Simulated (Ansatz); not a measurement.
Input for Ansatz (plane-wave DFT, PAW):

```yaml
crystal:
  lattice:
    - [-1.59118735, 1.59118735, 1.59118735]
    - [1.59118735, -1.59118735, 1.59118735]
    - [1.59118735, 1.59118735, -1.59118735]
  atoms:
    - { symbol: Mo, position: [0.0, 0.0, 0.0] }
basis:
  ecutwfc: 500
kpoints:
  mp_grid: { grid: [18, 18, 18] }
hamiltonian:
  xc: r2scan
scf:
  occupations: { method: gaussian, width: 0.1 }
output:
  forces: true
  stress: true
  eigenvalues: true
```

Launched with
```bash
ansatz run input.yaml --threads 1 --pin off --max-ram 1331MiB --backend cpu --events-out ev --progress --plain --runs-dir out
```

Theory: DFT r2SCAN, scalar-relativistic, plane waves, PAW (Ansatz 0.2.0).

From the run's log, abridged (iterations and final results):

```
SCF iter   1: F=—  HF=-4967.584677 eV  |F-HF|=—  |Δ(HF+E_count)|=         —  Δρ=9.77e-3  dr2=1.21e-2  dr2_τ=2.04e-2  ethr=1.77e-3  ⟨swp⟩=5.0  Hψ=13133  notcnv=0
SCF iter   2: F=—  HF=-4967.583909 eV  |F-HF|=—  |Δ(HF+E_count)|=   7.69e-4  Δρ=3.27e-3  dr2=3.16e-4  dr2_τ=5.06e-4  ethr=8.64e-5  ⟨swp⟩=2.8  Hψ=5363  notcnv=0
SCF iter   3: F=—  HF=-4967.584178 eV  |F-HF|=—  |Δ(HF+E_count)|=   2.70e-4  Δρ=1.51e-3  dr2=6.74e-5  dr2_τ=1.63e-5  ethr=2.25e-6  ⟨swp⟩=1.1  Hψ=2271  notcnv=0
SCF iter   4: F=—  HF=-4967.584256 eV  |F-HF|=—  |Δ(HF+E_count)|=   7.77e-5  Δρ=6.10e-5  dr2=2.37e-7  dr2_τ=4.55e-8  ethr=4.81e-7  ⟨swp⟩=3.0  Hψ=3586  notcnv=0
SCF iter   5: F=-4967.584256 eV  HF=-4967.584256 eV  |F-HF|=4.29e-9  |Δ(HF+E_count)|=   4.62e-8  Δρ=9.05e-6  dr2=9.83e-9  dr2_τ=2.75e-9  ethr=1.70e-9  ⟨swp⟩=2.0  Hψ=3317  notcnv=0
SCF iter   6: F=-4967.584256 eV  HF=-4967.584256 eV  |F-HF|=6.00e-11  |Δ(HF+E_count)|=   1.04e-9  Δρ=1.19e-6  dr2=1.54e-10  dr2_τ=7.81e-12  ethr=7.02e-11  ⟨swp⟩=2.2  Hψ=7109  notcnv=0
SCF 1 converged in 6 iterations: F = -4967.584256 eV  dr2 = 1.54e-10
SCF converged after 6 iterations
Free energy (F): -4967.584256 eV
Harris-Foulkes:  -4967.584256 eV  (|F-HF|=6.00e-11)
Internal energy: -4967.581389 eV  (E = F + TS)
E sigma→0 (E₀):  -4967.582823 eV
Entropy (-TS):   -0.002866 eV (-2.866 meV/atom)
Fermi energy:    20.316504 eV
--- Per-component energies (eV) ---
  E_band       = -77.511236
  E_kinetic    = 438.533220
  E_local      = -802.920863  (includes V_loc(G=0)·N_el)
  E_nonlocal   = 141.962957
  E_hartree    = 263.920977
  E_xc         = -178.112210
  E_vxc        = -255.673166  (∫ρ·V_xc dr)
  E_paw        = -3216.993441  (= ΣΔE_a)
  E_vpaw       = -144.197675  (= ΣTr[D̂ρ^β])
  E_aug_tail   = 0.000003  (compensation charges beyond the density's cutoff)
  E_vtau       = 16.941983  (kinetic-family band-sum trace: ∫τ·v_τ [+ j·A + Jᵃ·Aᵃ] dr)
  E_ewald      = -1613.750828
  E_core_change = -0.221204  (= ΣΔE_core)
  E_smearing   = -0.002866  (= −TS)
--- Forces (eV/Å), atoms counted from 1 ---
  atom   1  Mo     0.00000000     0.00000000     0.00000000
--- Stress (GPa, compression-positive) ---
       -7.689491       0.000000       0.000000
        0.000000      -7.689491       0.000000
        0.000000       0.000000      -7.689491
  P = ⅓ Tr σ = -7.6895 GPa (-76.895 kbar)
--- Band table (eV; the first three rows and the last of 195) ---
  k-point 0: bands = ["-42.9362", "-15.4642", "-15.4642", "-15.4642", "12.7694", "18.9480", "18.9480", "18.9480", "22.1672", "22.1672", "35.5906"]
  k-point 1: bands = ["-42.9286", "-15.5081", "-15.4777", "-15.4645", "12.9085", "18.8699", "18.9349", "19.0765", "22.0504", "22.1684", "35.6913"]
  k-point 2: bands = ["-42.9067", "-15.6333", "-15.5165", "-15.4653", "13.3068", "18.6524", "18.8791", "19.4567", "21.7893", "22.1773", "35.9287"]
  k-point 194: bands = ["-42.4987", "-16.4022", "-16.4022", "-16.4022", "14.9239", "14.9239", "24.2651", "24.2651", "24.2651", "29.5346", "29.5346"]
```

The run converged.